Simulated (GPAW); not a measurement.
# SiO2 (P4_2/mnm) in GPAW: equation of state

Aim: energy against volume of SiO2 in PBE, for its equilibrium volume and stiffness.

All numbers are computed with GPAW 26.7.0; they aren't measurements. Logs are shortened: lines on timing, memory, paths and dates and some standing lists are left out, and cuts for length are marked. The log counts tension as positive stress, the text compression.

### 1 Starting point

It takes space group P4_2/mnm (No. 136, tetragonal). Conventional cell: a = 4.233 Å, b = 4.233 Å, c = 2.693 Å, α = 90.00°, β = 90.00°, γ = 90.00°. Si (site symmetry mmm) is surrounded by 6 O at 1.78 to 1.84 Å. Around O (site symmetry m2m) lie 3 Si at 1.78 to 1.84 Å.

The cell comes from a database or a generator and needn't be the stable form of this composition.

### 2 Equation of state, PBE

Input file run.py:

```python
from ase import Atoms
from ase.eos import EquationOfState
from ase.io import Trajectory
from ase.units import GPa
from gpaw import GPAW, PW

atoms = Atoms(['Si', 'Si', 'O', 'O', 'O', 'O'],
              cell=[[4.233169, 0.0, 0.0],
                    [0.0, 4.233169, 0.0],
                    [0.0, 0.0, 2.693495]],
              scaled_positions=[[0.0, 0.0, 0.0],
                                [0.5, 0.5, 0.5],
                                [0.806839, 0.193161, 0.5],
                                [0.306839, 0.306839, 0.0],
                                [0.193161, 0.806839, 0.5],
                                [0.693161, 0.693161, 0.0]],
              pbc=True)

traj = Trajectory('eos.traj', 'w')
volumes, energies = [], []
for x in [0.94, 0.96, 0.98, 1.0, 1.02, 1.04, 1.06]:
    a = atoms.copy()
    a.set_cell(atoms.cell * x**(1 / 3), scale_atoms=True)
    calc = GPAW(mode=PW(800),
                xc='PBE',
                kpts={'size': (6, 6, 10), 'gamma': True},
                occupations={'name': 'fermi-dirac', 'width': 0.05},
                nbands=30,
                convergence={'density': 1e-05, 'energy': 1e-05},
                maxiter=150,
                txt=f'eos-{x:.2f}.txt')
    a.calc = calc
    energies.append(a.get_potential_energy(force_consistent=True))
    volumes.append(a.get_volume())
    p = -a.get_stress()[:3].mean() / GPa
    calc.write(f'eos-{x:.2f}.gpw')
    traj.write(a)
    print(f'{x:.2f} {volumes[-1]:10.4f} A^3 {energies[-1]:14.6f} eV {p:9.3f} GPa', flush=True)

v0, e0, B = EquationOfState(volumes, energies, eos='birchmurnaghan').fit()
print(f'V0 = {v0:.4f} A^3, E0 = {e0:.6f} eV, B0 = {B / GPa:.2f} GPa')
```

Potentials or basis: GPAW PAW data sets (gpaw-data 1.2.1), pw.

Started as:

```
$ OMP_NUM_THREADS=1 python run.py
```

Standard output:

```text
__  _  _
 | _ |_)|_||  |
 |__||  | ||/\| - 26.7.0

Input parameters:
  mode=PW(ecut=800.0),
  convergence={'density': 1e-05, 'energy': 1e-05},
  kpts=MonkhorstPack(size=(6, 6, 10), gamma=True),
  maxiter=150,
  nbands=30,
  occupations=Occupations(name='fermi-dirac', width=0.05),
  xc=XC(name='PBE')

Diagonalizing LCAO Hamiltonian
Converting LCAO to pw mode
    .---------.
   /|         |
  / |O        |
 *  .--Si-----.
 | /      O  /
 |/  O      /
 Si--------*

Atoms  # Å, Bohr magnetons
|   | symbol |        x |        y |        z |    initial magnetic moments |
|---|--------|----------|----------|----------|-----------------------------|
| 0 |     Si | 0.000000 | 0.000000 | 0.000000 | ( 0.0000,  0.0000,  0.0000) |
| 1 |     Si | 2.073377 | 2.073377 | 1.319255 | ( 0.0000,  0.0000,  0.0000) |
| 2 |      O | 3.345762 | 0.800991 | 1.319255 | ( 0.0000,  0.0000,  0.0000) |
| 3 |      O | 1.272386 | 1.272386 | 0.000000 | ( 0.0000,  0.0000,  0.0000) |
| 4 |      O | 0.800991 | 3.345762 | 1.319255 | ( 0.0000,  0.0000,  0.0000) |
| 5 |      O | 2.874368 | 2.874368 | 0.000000 | ( 0.0000,  0.0000,  0.0000) |

Unit cell  # Å
| periodic |        x |        y |        z |  lengths |    angles |
|----------|----------|----------|----------|----------|-----------|
|      yes | 4.146754 | 0.000000 | 0.000000 | 4.146754 | 90.000000 |
|      yes | 0.000000 | 4.146754 | 0.000000 | 4.146754 | 90.000000 |
|      yes | 0.000000 | 0.000000 | 2.638510 | 2.638510 | 90.000000 |

Number of symmetries: 8
Symmetry operations  # r_c * U_cc + t_c -> r_c
|   | kind |            matrix            |
|---|------|------------------------------|
| 0 |  E   |  1, 0, 0,  0, 1, 0,  0, 0, 1 |
| 1 |  σ   |  1, 0, 0,  0, 1, 0,  0, 0,-1 |
| 2 |  σ   |  0, 1, 0,  1, 0, 0,  0, 0, 1 |
| 3 |  C2  |  0, 1, 0,  1, 0, 0,  0, 0,-1 |
| 4 |  σ   |  0,-1, 0, -1, 0, 0,  0, 0, 1 |
| 5 |  C2  |  0,-1, 0, -1, 0, 0,  0, 0,-1 |
| 6 |  C2  | -1, 0, 0,  0,-1, 0,  0, 0, 1 |
| 7 |  i   | -1, 0, 0,  0,-1, 0,  0, 0,-1 |

BZ-sampling:
  Number of BZ points: 360
  Number of IBZ points: 78

  Monkhorst-Pack size: [6, 6, 10]
  Monkhorst-Pack shift: [0.08333333333333333, 0.08333333333333333, 0.05]

K-points  # in reciprocal-cell coordinates
|     |                                coordinates |     weight |
|-----|--------------------------------------------|------------|
|   0 | (  0.00000000,   0.00000000,   0.00000000) | 0.00277778 |
|   1 | (  0.00000000,   0.00000000,   0.10000000) | 0.00555556 |
|   2 | (  0.00000000,   0.00000000,   0.20000000) | 0.00555556 |
|   3 | (  0.00000000,   0.00000000,   0.30000000) | 0.00555556 |
|   4 | (  0.00000000,   0.00000000,   0.40000000) | 0.00555556 |
|   5 | (  0.00000000,   0.00000000,   0.50000000) | 0.00277778 |
|   6 | (  0.16666667,  -0.16666667,   0.00000000) | 0.00555556 |
|   7 | (  0.16666667,  -0.16666667,   0.10000000) | 0.01111111 |
|   8 | (  0.16666667,  -0.16666667,   0.20000000) | 0.01111111 |
|   9 | (  0.16666667,  -0.16666667,   0.30000000) | 0.01111111 |
| ... |                                            |            |
|  77 | (  0.50000000,   0.50000000,   0.50000000) | 0.00277778 |

Plane wave coefficients: 2380
Cutoff: 800.0 eV

Spin-components: 1 (collinear spins)
Bands:           30
Projectors:      30
Spin-degeneracy: 2
Datatype:        complex128

Parallelization:
  kpt:    1
  domain: 1
  band:   1

Density:
  Valence electrons: 32.0
  Components: 1
  Grid points: [28 28 18]
  Charge: 0.0  # |e|

Potential:
  Grid points: [28 28 18]

species:
  Si:
    name:    Silicon
    Z:       14.0
    valence: 4
    core:    10
    charge:  0.0  # [|e|]
    compensation charges:
      type: gauss
      rc: 0.33  # [Å]
      lmax: 2
    cutoffs:
      filter: 1.86  # [Å]
      core: 2.06  # [Å]
    projectors
    | kind |    occ | energy [eV] | rcut [Å] |
    |------|--------|-------------|----------|
    |   3s |  2.000 |     -10.812 |    1.058 |
    |   3p |  2.000 |      -4.081 |    1.058 |
    |    s |        |      16.399 |    1.058 |
    |    p |        |      23.130 |    1.058 |
    |    d |        |       0.000 |    1.058 |

    Using partial waves for Si as LCAO basis

  O:
    name:    Oxygen
    Z:       8.0
    valence: 6
    core:    2
    charge:  0.0  # [|e|]
    compensation charges:
      type: gauss
      rc: 0.21  # [Å]
      lmax: 2
    cutoffs:
      filter: 1.17  # [Å]
      core: 0.83  # [Å]
    projectors
    | kind |    occ | energy [eV] | rcut [Å] |
    |------|--------|-------------|----------|
    |   2s |  2.000 |     -23.961 |    0.688 |
    |   2p |  4.000 |      -9.029 |    0.598 |
    |    s |        |       3.251 |    0.688 |
    |    p |        |      18.182 |    0.598 |
    |    d |        |       0.000 |    0.619 |

    Using partial waves for O as LCAO basis

Reference energy: -23936.097705  # eV

eigensolver:
  PPCG
  Converge bands: occupied
  niter=2

density mixing:
  MSR1-Mixer
  Pratt-step length: 0.05
  Maximum mixing coefficient: 0.75
  Old densities: 10
  SVD Regularization: 0.005
  Good broyden scale: 1.0
  Trust region scale: 1.0
  Backstep threshold: 4.0
  History deletion threshold: 6.0
  Fourier metric: weight=20.0, sigma=0.015

occupation numbers:
  Fermi-Dirac:
    width: 0.0500  # eV

poisson solver:
  ecut: 6400.0  # eV

xc functional:
  name: PBE with 2 nearest neighbor stencil

convergence criteria:
- Maximum integral of absolute [dens]ity change: 1e-05 electrons / valence electron
- Maximum [total energy] change in last 3 cyles: 1e-05 eV / valence electron
- Maximum integral of absolute [eigenst]ate change: 4e-08 eV^2 / valence electron
maximum number of iterations: 150

SCF iterations
|iter     | |      energy | eigst |  dens |
|---------|-|-------------|-------|-------|
|iter:   1| |  -50.751488 | +0.19 |       |
|iter:   2| |  -49.704206 | -2.05 | -0.75 |
|iter:   3| |  -46.480527 | -0.99 | -0.80 |
|iter:   4| |  -46.559264 | -3.09 | -1.42 |
|iter:   5| |  -46.588542 | -3.59 | -1.75 |
|iter:   6| |  -46.588609 | -5.62 | -3.04 |
|iter:   7| |  -46.588620c| -7.01 | -3.51 |
|iter:   8| |  -46.588620c| -7.77c| -4.16 |
|iter:   9| |  -46.588620c| -8.52c| -4.63 |
|iter:  10| |  -46.588620c| -8.81c| -5.24c|

Converged in 10 steps
Energy contributions relative to reference atoms: (reference = -23936.097705)

Energy contributions:
  Kinetic:          63.314850
  Coulomb:         -53.047157
  Zero:              0.805474
  External:          0.000000
  Xc:              -57.661787
  Entropy:          -0.000000
  Spinorbit:         0.000000
  ----------------------------
  Free energy:     -46.588620
  Extrapolated:    -46.588620

dipole moment: (-8.832462, -8.832462, -20.355760)  # |e|*Ang

Fermi level: 10.392
Eigenvalues  # (at kpt = [0.000, 0.000, 0.000])
| band index |      eig [eV] | occ [0-2] |
|------------|---------------|-----------|
|          0 |       -13.759 |     2.000 |
|        ... |               |           |
|          8 |         3.613 |     2.000 |
|          9 |         3.834 |     2.000 |
|         10 |         5.883 |     2.000 |
|         11 |         5.883 |     2.000 |
|         12 |         6.552 |     2.000 |
|         13 |         8.225 |     2.000 |
|         14 |         8.225 |     2.000 |
|         15 |         9.073 |     2.000 |
|         16 |        15.257 |     0.000 |
|         17 |        15.924 |     0.000 |
|         18 |        17.932 |     0.000 |
|         19 |        17.932 |     0.000 |
|         20 |        20.383 |     0.000 |
|         21 |        21.209 |     0.000 |
|         22 |        23.724 |     0.000 |
|         23 |        23.724 |     0.000 |
|        ... |               |           |
|         29 |        27.723 |     0.000 |

Gap: 6.184 eV
Transition (v -> c):
  (s=0, k=0, n=15, [0.00, 0.00, 0.00]) -> (s=0, k=0, n=16, [0.00, 0.00, 0.00])
No difference between direct/indirect transitions

Stress tensor  # eV/Ang^3
|         x |         y |         z |
|-----------|-----------|-----------|
| -0.147664 | -0.000000 |  0.000000 |
| -0.000000 | -0.147664 |  0.000000 |
|  0.000000 |  0.000000 | -0.186674 |

# Writing to eos-0.94.gpw (mode='')
```

Run time: 11 min. Hardware: 1 thread of Arm Neoverse V2, shared host; peak memory 0.65 GiB.

What came out:

- Equilibrium volume: 8.15 Å³/atom
- Bulk modulus at fixed shape and positions: 298 GPa
- Pressure derivative of the bulk modulus: 4.3

Energy against volume, from the lowest point:
| volume (Å³/atom) | energy (meV/atom) |
| --- | --- |
| 7.562 | 43.92 |
| 7.723 | 22.00 |
| 7.884 | 7.90 |
| 8.044 | 0.77 |
| 8.205 | 0.00 |
| 8.366 | 4.90 |
| 8.527 | 14.95 |

Caveat: the cell was scaled at fixed shape and fractional positions, which overstates the stiffness of a crystal with free parameters, most of all of layers and chains.
